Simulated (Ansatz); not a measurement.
# HfSi2P4 monolayer in a perpendicular field

Wanted: the out-of-plane response of the HfSi2P4 monolayer. A positive field points along +c.

Main program and level: Ansatz 0.2.0; plane-wave DFT, PBE-D3(BJ), Ansatz PAW (set soft_1); PAW set soft_1.

## 1. The starting structure

The cell holds 7 atoms: 4 P, 2 Si and 1 Hf. Its edges and angles: a = 3.480 Å, b = 3.480 Å, c = 48.788 Å, α = 90.0°, β = 90.0°, γ = 120.0°. Vacuum lies along c.

## 2. Relaxing the slab

The starting cell is a guess, so the in-plane lattice and the atoms are relaxed first, with the slab cut off from its images along the normal.

File input.yaml:

```yaml
crystal:
  lattice:
    - [3.48, 0.0, 0.0]
    - [-1.74, 3.0137684052, 0.0]
    - [0.0, 0.0, 48.7875290589]
  atoms:
    - { symbol: P, position: [0.0, 0.0, 0.4089159747] }
    - { symbol: Si, position: [0.3333333333, 0.6666666667, 0.4221250417] }
    - { symbol: P, position: [0.3333333333, 0.6666666667, 0.465373799] }
    - { symbol: Hf, position: [0.0, 0.0, 0.5] }
    - { symbol: P, position: [0.3333333333, 0.6666666667, 0.534626201] }
    - { symbol: Si, position: [0.3333333333, 0.6666666667, 0.5778749583] }
    - { symbol: P, position: [0.0, 0.0, 0.5910840253] }
  periodic: [true, true, false]
kpoints:
  mp_grid: { grid: [12, 12, 1] }
hamiltonian:
  xc: pbe
  dispersion: d3bj
  pseudopotentials: { kind: paw, azcp: { folder: soft_1 } }
scf:
  occupations: { method: fermi_dirac, width: 0.05 }
  convergence: { dr2_threshold: 1.0e-09 }
relax:
  f_tol: 0.004
  max_steps: 90
  cell: {}
output:
  write_potential: true
  write_density: true
  volumetric_format: npy
```

The run is started by

```console
> ansatz run input.yaml --threads 2 --pin off --max-ram 3072MiB --backend cpu --events-out ev --progress --plain --runs-dir out
```

Standard output:

```text
Warning: relax.cell: scf.convergence.dr2_threshold = 1e-9 eV is looser than the 1.96222022977e-10 eV advised for a relaxation that steers and ends on the stress (1e-10 eV for each atom of the cell: 7, times the square of relax.cell.stress_2d_tol = 0.05 N/m over 18.9 Å (the atoms' height at the walk's start and 5 Å past either face), 2.647e-2 GPa, over a crystal's default 0.05). What an SCF threshold leaves in a stress goes as its square root, and in the free energy as the threshold itself, and one threshold admits the most on a small cell: [figures from the program's tests cut] Set scf.convergence.dr2_threshold to 1.96222022977e-10 eV or tighter. [rest of the remark cut]
Engine: ansatz 0.2.0, aarch64-unknown-linux-gnu
Pseudopotentials: kind: paw
Pseudopotential: P, paw, valence charge 5, recommended cutoff 420 eV (normal), soft_1/P.paw.azcp
Pseudopotential: Si, paw, valence charge 4, recommended cutoff 420 eV (normal), soft_1/Si.paw.azcp
Pseudopotential: Hf, paw, valence charge 26, recommended cutoff 420 eV (normal), soft_1/Hf.paw.azcp
Functional definition: PBE
  parameter kappa = 0.804
  parameter beta = 0.066725
  exchange = pbe_x(kappa = kappa, mu = beta*pi^2/3)
  correlation = pbe_c(beta = beta)
Crystal: 7 atoms, lattice volume = 511.679 Å³
Basis set: ecut = 420 eV, 9937 PW (Γ), exchange–correlation on 48×48×720 points (8 copies of the dense FFT grid, shifted against one another)
Bands: 34, of which v1, the nominal top of the filled ones, is band 27 counted from 1 (26 counted from 0)
Symmetry: 12 space group operations
Space group: P-6m2 (ITA 187), of the structure as read, at distance tolerance 8.0e-5 Å
k-points: 19 of 144 (time reversal used)
Non-local potential: P, projectors of the file, l = 0: 2, l = 1: 2, l = 2: 1
Non-local potential: Si, projectors of the file, l = 0: 2, l = 1: 2, l = 2: 1
Non-local potential: Hf, projectors of the file, l = 0: 3, l = 1: 2, l = 2: 2, l = 3: 3
PAW form: soft (Blöchl's): semilocal exchange-correlation on the pseudo side does not see the compensation charge
PAW one-centre angular grid: P, 110 points (default); XC on 64 Gauss nodes
PAW one-centre angular grid: Si, 110 points (default); XC on 64 Gauss nodes
PAW one-centre angular grid: Hf, 590 points (default); XC on 64 Gauss nodes
Initial density: superposition of atomic densities (neutral atoms: chi_scale 0, normalization atom)
Initial wavefunctions: pseudopotential atomic-orbital guess
Functional: x = pbe(κ = 0.804, μ = 0.219515), c = pbe(β = 0.066725)
SCF iter   1: F=—  HF=-20020.882035 eV  |F-HF|=—  |Δ(HF+E_count)|=         —  Δρ=2.75e-2  dr2=5.70e0  ethr=3.10e-3  ⟨swp⟩=15.4  Hψ=5518  notcnv=0  defer=6
preconditioner: auto → LDOS  [metal: Δε(μ)=0.097 eV  Ē_g=10.084 eV  σ=0.050 eV  W_gap=0.45  n_scr=28 (ndim 8)  ℏωp=11.1 eV  f_vac=0.728  D(μ)=1.00/eV (n_scr^D=8)  β→1.0]
SCF iter   2: F=—  HF=-20020.965859 eV  |F-HF|=—  |Δ(HF+E_count)|=   8.38e-2  Δρ=1.78e-2  dr2=2.07e1  ethr=3.10e-3  ⟨swp⟩=6.9  Hψ=2021  notcnv=0  defer=34  recentre
SCF iter   3: F=—  HF=-20019.508086 eV  |F-HF|=—  |Δ(HF+E_count)|=    1.46e0  Δρ=8.52e-3  dr2=6.63e-1  ethr=3.10e-3  ⟨swp⟩=6.4  Hψ=2187  notcnv=0  defer=8
SCF iter   4: F=—  HF=-20019.381658 eV  |F-HF|=—  |Δ(HF+E_count)|=   1.26e-1  Δρ=1.40e-3  dr2=3.79e-2  ethr=1.23e-3  ⟨swp⟩=4.2  Hψ=1404  notcnv=0  defer=20
SCF iter   5: F=—  HF=-20019.377599 eV  |F-HF|=—  |Δ(HF+E_count)|=   4.06e-3  Δρ=5.21e-4  dr2=6.55e-3  ethr=7.02e-5  ⟨swp⟩=3.2  Hψ=1429  notcnv=0  defer=20
SCF iter   6: F=—  HF=-20019.377217 eV  |F-HF|=—  |Δ(HF+E_count)|=   3.82e-4  Δρ=1.80e-4  dr2=4.75e-4  ethr=1.21e-5  ⟨swp⟩=3.0  Hψ=1298  notcnv=0  defer=20
SCF iter   7: F=—  HF=-20019.377205 eV  |F-HF|=—  |Δ(HF+E_count)|=   1.20e-5  Δρ=4.80e-5  dr2=7.59e-5  ethr=8.80e-7  ⟨swp⟩=3.7  Hψ=1565  notcnv=0  defer=20
SCF iter   8: F=—  HF=-20019.377181 eV  |F-HF|=—  |Δ(HF+E_count)|=   2.47e-5  Δρ=1.63e-5  dr2=4.40e-6  ethr=1.41e-7  ⟨swp⟩=3.4  Hψ=1311  notcnv=0  defer=20
SCF iter   9: F=—  HF=-20019.377212 eV  |F-HF|=—  |Δ(HF+E_count)|=   3.13e-5  Δρ=1.02e-5  dr2=7.97e-7  ethr=8.15e-9  ⟨swp⟩=3.2  Hψ=1539  notcnv=0  defer=20
SCF iter  10: F=—  HF=-20019.377212 eV  |F-HF|=—  |Δ(HF+E_count)|=   1.62e-7  Δρ=2.75e-6  dr2=3.38e-8  ethr=1.48e-9  ⟨swp⟩=2.9  Hψ=1290  notcnv=0  defer=20
SCF iter  11: F=—  HF=-20019.377212 eV  |F-HF|=—  |Δ(HF+E_count)|=   1.33e-7  Δρ=7.13e-7  dr2=3.10e-9  ethr=6.26e-11  ⟨swp⟩=4.1  Hψ=1743  notcnv=0  defer=20
SCF iter  12: F=-20019.377212 eV  HF=-20019.377212 eV  |F-HF|=2.26e-9  |Δ(HF+E_count)|=   6.41e-9  Δρ=1.57e-7  dr2=1.58e-10  ethr=1.85e-12  ⟨swp⟩=13.1  Hψ=5936  notcnv=0
SCF 1 converged in 12 iterations: F = -20019.377212 eV  dr2 = 1.58e-10
  greatest PAW one-centre occupation: 0.998 electrons in one spin orbital (limit 2), on the Hf atom at site 3 (counted from 0), in its partial waves of l = 0
relax step   1: F+E_penalty+E_count = -20019.37721241 eV  Δ(F+E_penalty+E_count) = +0.000e0 eV  max|allowed force component| = 3.513e0 eV/Å  Δτ_max = 0.0000 Å  P = +15.803 N/m  Ω = 511.679 Å³  fix = [c, alpha, beta]  reactions: c +0.000 N/m  (12 SCF iters, accepted)
Crystal: 7 atoms, lattice volume = 518.270 Å³
Basis set: ecut = 420 eV, 10069 PW (Γ), exchange–correlation on 48×48×720 points (8 copies of the dense FFT grid, shifted against one another)
Initial density: handed on by an earlier stage of this run
Initial wavefunctions: those handed on with the density
iter 1 solved again at ethr=1.50e-3 eV; its pass at ethr=3.10e-3 eV (dr2=8.11e-1 eV) is discarded
SCF iter   1: F=—  HF=-20021.234994 eV  |F-HF|=—  |Δ(HF+E_count)|=         —  Δρ=7.88e-3  dr2=8.28e-1  ethr=1.50e-3  ⟨swp⟩=2.3  Hψ=5971  notcnv=0
preconditioner: auto → LDOS  [metal: Δε(μ)=0.054 eV  Ē_g=10.038 eV  σ=0.050 eV  W_gap=0.26  n_scr=28 (ndim 8)  ℏωp=11.1 eV  f_vac=0.727  D(μ)=1.65/eV (n_scr^D=10)  β→1.0]
SCF iter   2: F=—  HF=-20021.354841 eV  |F-HF|=—  |Δ(HF+E_count)|=   1.20e-1  Δρ=6.93e-3  dr2=1.38e0  ethr=1.50e-3  ⟨swp⟩=6.1  Hψ=2092  notcnv=0  defer=6
SCF iter   3: F=—  HF=-20021.066543 eV  |F-HF|=—  |Δ(HF+E_count)|=   2.88e-1  Δρ=1.40e-3  dr2=3.16e-2  ethr=1.50e-3  ⟨swp⟩=4.0  Hψ=1312  notcnv=0  defer=22
SCF iter   4: F=—  HF=-20021.068547 eV  |F-HF|=—  |Δ(HF+E_count)|=   2.00e-3  Δρ=6.18e-4  dr2=7.37e-3  ethr=5.85e-5  ⟨swp⟩=3.7  Hψ=1544  notcnv=0  defer=23
SCF iter   5: F=—  HF=-20021.068101 eV  |F-HF|=—  |Δ(HF+E_count)|=   4.46e-4  Δρ=2.89e-4  dr2=1.03e-3  ethr=1.36e-5  ⟨swp⟩=2.8  Hψ=1045  notcnv=0  defer=23
SCF iter   6: F=—  HF=-20021.068008 eV  |F-HF|=—  |Δ(HF+E_count)|=   9.30e-5  Δρ=8.76e-5  dr2=6.67e-5  ethr=1.91e-6  ⟨swp⟩=3.3  Hψ=1382  notcnv=0  defer=23
[...]
SCF iter   6: F=—  HF=-20021.267886 eV  |F-HF|=—  |Δ(HF+E_count)|=   2.96e-6  Δρ=5.01e-5  dr2=3.00e-5  ethr=1.55e-7  ⟨swp⟩=3.5  Hψ=1540  notcnv=0  defer=30
SCF iter   7: F=—  HF=-20021.267871 eV  |F-HF|=—  |Δ(HF+E_count)|=   1.51e-5  Δρ=1.64e-5  dr2=2.34e-6  ethr=5.55e-8  ⟨swp⟩=2.7  Hψ=1184  notcnv=0  defer=30
SCF iter   8: F=—  HF=-20021.267893 eV  |F-HF|=—  |Δ(HF+E_count)|=   2.14e-5  Δρ=5.57e-6  dr2=2.18e-7  ethr=4.34e-9  ⟨swp⟩=3.5  Hψ=1594  notcnv=0  defer=30
SCF iter   9: F=—  HF=-20021.267893 eV  |F-HF|=—  |Δ(HF+E_count)|=   3.23e-8  Δρ=2.13e-6  dr2=2.58e-8  ethr=4.03e-10  ⟨swp⟩=3.1  Hψ=1504  notcnv=0  defer=30
SCF iter  10: F=—  HF=-20021.267893 eV  |F-HF|=—  |Δ(HF+E_count)|=   2.06e-8  Δρ=5.61e-7  dr2=3.39e-9  ethr=4.77e-11  ⟨swp⟩=3.7  Hψ=1614  notcnv=0  defer=30
SCF iter  11: F=-20021.267893 eV  HF=-20021.267893 eV  |F-HF|=1.46e-9  |Δ(HF+E_count)|=   2.27e-9  Δρ=1.39e-7  dr2=9.55e-11  ethr=1.85e-12  ⟨swp⟩=12.7  Hψ=5749  notcnv=0
SCF 3 converged in 11 iterations: F = -20021.267893 eV  dr2 = 9.55e-11
relax step   3: F+E_penalty+E_count = -20021.26789266 eV  Δ(F+E_penalty+E_count) = -1.999e-1 eV  max|allowed force component| = 1.269e-1 eV/Å  Δτ_max = 0.1518 Å  P = +1.585 N/m  Ω = 531.542 Å³  energy of the carried Pulay correction = -4.302e-4 eV  fix = [c, alpha, beta]  reactions: c +0.000 N/m  (11 SCF iters, accepted)
[...]
relax step   4: F+E_penalty+E_count = -20021.28563992 eV  Δ(F+E_penalty+E_count) = -1.775e-2 eV  max|allowed force component| = 7.497e-2 eV/Å  Δτ_max = 0.0573 Å  P = +0.009 N/m  Ω = 543.222 Å³  energy of the carried Pulay correction = -6.756e-4 eV  fix = [c, alpha, beta]  reactions: c +0.000 N/m  (9 SCF iters, accepted)
[...]
relax step   5: F+E_penalty+E_count = -20021.28642998 eV  Δ(F+E_penalty+E_count) = -7.901e-4 eV  max|allowed force component| = 2.512e-2 eV/Å  Δτ_max = 0.0056 Å  P = +0.011 N/m  Ω = 543.293 Å³  energy of the carried Pulay correction = -6.770e-4 eV  fix = [c, alpha, beta]  reactions: c +0.000 N/m  (8 SCF iters, accepted)
[...]
relax step   6: F+E_penalty+E_count = -20021.28647364 eV  Δ(F+E_penalty+E_count) = -4.366e-5 eV  max|allowed force component| = 7.292e-4 eV/Å  Δτ_max = 0.0022 Å  P = -0.000 N/m  Ω = 543.299 Å³  energy of the carried Pulay correction = -6.772e-4 eV  fix = [c, alpha, beta]  reactions: c -0.000 N/m  (6 SCF iters, accepted)
Initial wavefunctions: pseudopotential atomic-orbital guess (no wavefunctions were taken with the density)
iter 1 solved again at ethr=2.33e-7 eV; its pass at ethr=3.10e-3 eV (dr2=1.26e-4 eV) is discarded
SCF iter   1: F=—  HF=-20021.285778 eV  |F-HF|=—  |Δ(HF+E_count)|=         —  Δρ=1.04e-4  dr2=1.68e-6  ethr=2.33e-7  ⟨swp⟩=6.6  Hψ=8778  notcnv=0
preconditioner: auto → LDOS  [metal: Δε(μ)=0.103 eV  Ē_g=9.851 eV  σ=0.050 eV  W_gap=0.47  n_scr=28 (ndim 8)  ℏωp=10.8 eV  f_vac=0.724  D(μ)=1.05/eV (n_scr^D=8)  β→1.0]
SCF iter   2: F=—  HF=-20021.287505 eV  |F-HF|=—  |Δ(HF+E_count)|=   1.73e-3  Δρ=2.47e-5  dr2=2.52e-6  ethr=3.11e-9  ⟨swp⟩=4.1  Hψ=1788  notcnv=0
SCF iter   3: F=—  HF=-20021.287501 eV  |F-HF|=—  |Δ(HF+E_count)|=   4.09e-6  Δρ=8.78e-6  dr2=5.73e-7  ethr=3.11e-9  ⟨swp⟩=3.3  Hψ=1375  notcnv=0
SCF iter   4: F=—  HF=-20021.287500 eV  |F-HF|=—  |Δ(HF+E_count)|=   7.44e-7  Δρ=1.49e-6  dr2=3.15e-8  ethr=1.06e-9  ⟨swp⟩=2.9  Hψ=1510  notcnv=0
SCF iter   5: F=-20021.287501 eV  HF=-20021.287500 eV  |F-HF|=7.98e-7  |Δ(HF+E_count)|=   2.55e-7  Δρ=5.55e-7  dr2=7.37e-10  ethr=1.85e-12  ⟨swp⟩=17.4  Hψ=7805  notcnv=0
SCF 7 converged in 5 iterations: F = -20021.287501 eV  dr2 = 7.37e-10
relax step   7: F+E_penalty+E_count = -20021.28750098 eV  Δ(F+E_penalty+E_count) = -1.027e-3 eV  max|allowed force component| = 1.433e-3 eV/Å  Δτ_max = 0.0000 Å  P = +0.016 N/m  Ω = 543.299 Å³  fix = [c, alpha, beta]  reactions: c +0.000 N/m  stress off target by 1.60e-2 N/m on what of the cell is left free  SCF on the basis re-selected at this cell (its energy is not comparable with the rows above)  (5 SCF iters)
basis re-selected at this cell: Δ(F+E_penalty+E_count) = -1.027e-3 eV, ΔP = +0.016 N/m vs the last step (what re-selecting the basis moved, of the pressure what is left beyond the Pulay correction that the steps carried, after the strain that the cell walked since its last selection, with what the two solves' SCF thresholds leave and, on support functions, any second-order correction that the steps lacked; it is no m [...]
WARN: The input density's exchange-correlation potential varies sharply where the density is thin. Do not read a vacuum level from v_tot or v_xc, or from such a field of the output density. On a cell that repeats whose density bears no net charge and no dipole along the vacuum's axis use v_es (v_loc + v_h of the components); under efield.dipole_correction with no amplitude use v_es + v_field, which holds any external [...]
SCF converged after 5 iterations
Free energy (F): -20021.287501 eV
Harris-Foulkes:  -20021.287500 eV  (|F-HF|=7.98e-7)
Internal energy: -20021.278782 eV  (E = F + TS)
E sigma→0 (E₀):  -20021.283141 eV
Entropy (-TS):   -0.008719 eV (-1.246 meV/atom)
Fermi energy:    -5.512956 eV
--- Per-component energies (eV) ---
  E_band       = -924.474986
  E_kinetic    = 767.161502
  E_local      = -227559.873109  (includes V_loc(G=0)·N_el)
  E_nonlocal   = 234.408885
  E_hartree    = 113161.389856
  E_xc         = -671.711952
  E_vxc        = -595.235395  (∫ρ·V_xc dr)
  E_paw        = -10953.529493  (= ΣΔE_a)
  E_vpaw       = -93.725718  (= ΣTr[D̂ρ^β])
  E_aug_tail   = 0.000154  (compensation charges beyond the density's cutoff)
  E_ewald      = 105003.100050
  E_disp       = -2.224675  (pairwise vdW)
  E_smearing   = -0.008719  (= −TS)
  E_closure    = 0.000000  (closes the sum)
  Σ components = -20021.287501   (vs F -20021.287501, Δ=0.00e0)
--- Forces (eV/Å), atoms counted from 1 ---
  atom   1  P      0.00000000     0.00000000     0.00010876
  atom   2  Si     0.00000000    -0.00000000    -0.00066244
  atom   3  P     -0.00000000     0.00000000     0.00143289
  atom   4  Hf    -0.00000000     0.00000000    -0.00000000
  atom   5  P     -0.00000000     0.00000000    -0.00143289
  atom   6  Si     0.00000000    -0.00000000     0.00066244
  atom   7  P      0.00000000     0.00000000    -0.00010876
  max |Σ_I F_I| component: 5.74e-16 eV/Å
--- 2D stress c σ (N/m, compression-positive) ---
        0.016040       0.000000       0.000000
        0.000000       0.016040       0.000000
        0.000000       0.000000       0.000000
  P = ½ c Tr σ = 0.0160 N/m
--- Band table (eV; the first three rows and the last of 19) ---
  k-point 0: bands = [... 23 lower, -6.5574, -6.3961, -5.4363, -5.4363, -4.6569, -3.0385, -2.8648, -2.5899, ... 3 higher]
  k-point 1: bands = [... 23 lower, -6.5749, -6.4215, -5.6455, -5.5754, -4.5860, -2.8524, -2.8323, -2.4041, ... 3 higher]
  k-point 2: bands = [... 23 lower, -6.5703, -6.4331, -6.1519, -5.9086, -4.6967, -3.2246, -3.1554, -2.1228, ... 3 higher]
  k-point 18: bands = [... 23 lower, -8.2295, -7.9555, -6.8443, -6.0218, -4.0632, -3.1523, -3.1521, -2.6351, ... 3 higher]
  the weakly bound empty levels are not read free of the cell's end (no_gap_told)
--- Relaxed structure (6 steps of the walk, 6 accepted, 1 SCFs on fresh bases) ---
  F+E_penalty+E_count = -20021.28750098 eV   max|allowed force component| = 1.433e-3 eV/Å   (the final SCF, on the basis selected at the relaxed cell)
  cell:  # Å, volume = 543.2990 Å³
    - [3.585913, 0, 0.0]
    - [-1.792956, 3.105492, 0.0]
    - [0.0, 0.0, 48.7875290589]
  atoms:
    - { symbol: P, position: [1.057355e-17, -5.135726e-17, 0.402924] }
    - { symbol: Si, position: [0.333333, 0.666667, 0.423001] }
    - { symbol: P, position: [0.333333, 0.666667, 0.468687] }
    - { symbol: Hf, position: [1.057355e-17, -5.135726e-17, 0.5] }
    - { symbol: P, position: [0.333333, 0.666667, 0.531313] }
    - { symbol: Si, position: [0.333333, 0.666667, 0.576999] }
    - { symbol: P, position: [1.057355e-17, -5.135726e-17, 0.597076] }
```

Wall time 2.1 min (2 threads of Arm Neoverse V2, shared host); peak memory 0.79 GiB.

Step by step:

| step | energy less that of the first step (eV) | largest force component (eV/Å) | volume (Å³) |
| --- | --- | --- | --- |
| 1 | 0.0000 | 3.5130 | 511.68 |
| 2 | -1.6908 | 0.9137 | 518.27 |
| 3 | -1.8907 | 0.1269 | 531.54 |
| 4 | -1.9084 | 0.0750 | 543.22 |
| 5 | -1.9092 | 0.0251 | 543.29 |
| 6 | -1.9093 | 0.0007 | 543.30 |
| 7* | -1.9103 | 0.0014 | 543.30 |

Relaxation steps marked * repeat the geometry before them on a plane-wave basis chosen anew for their cell, so energy and pressure can jump there.

Forces are held to the 12 operations that the program found; a distortion that breaks them can't arise in this run.

| cell as run | before | after | change |
| --- | --- | --- | --- |
| a (Å) | 3.480 | 3.586 | +3.0 % |
| b (Å) | 3.480 | 3.586 | +3.0 % |

The atoms that moved most (Å, along periodic axes as changes of fractional coordinates times the final cell, across vacuum about the mean position):

| atom | dx | dy | dz | length |
| --- | --- | --- | --- | --- |
| P7 | 0.000 | 0.000 | 0.292 | 0.292 |
| P1 | 0.000 | 0.000 | -0.292 | 0.292 |
| P3 | 0.000 | 0.000 | 0.162 | 0.162 |
| P5 | 0.000 | 0.000 | -0.162 | 0.162 |
| Si2 | 0.000 | 0.000 | 0.043 | 0.043 |
| Si6 | 0.000 | 0.000 | -0.043 | 0.043 |

Numbers from this step:

- energy at zero smearing: -20021.2831 eV

The lattice constant a goes from 3.480 to 3.586 Å.

[end of part 1 of 2]

[Long decimals in the printed logs are rounded to 6 places.]

[Logs are printed without paths, hosts, clocks, repeated set-up lines and the standing remarks that a program may print on its own settings, such as how far it seeks lower states.]

[Hosts, paths, dates, database ids (printed as entryN), source tags and the programs' standing remarks are cut or masked in the printed files.]

[Maps of the electrostatic potential energy from Ansatz leave out the sawtooth potential of an applied field or a dipole correction, so their vacuum need not be flat; planar profiles and work functions include it.]
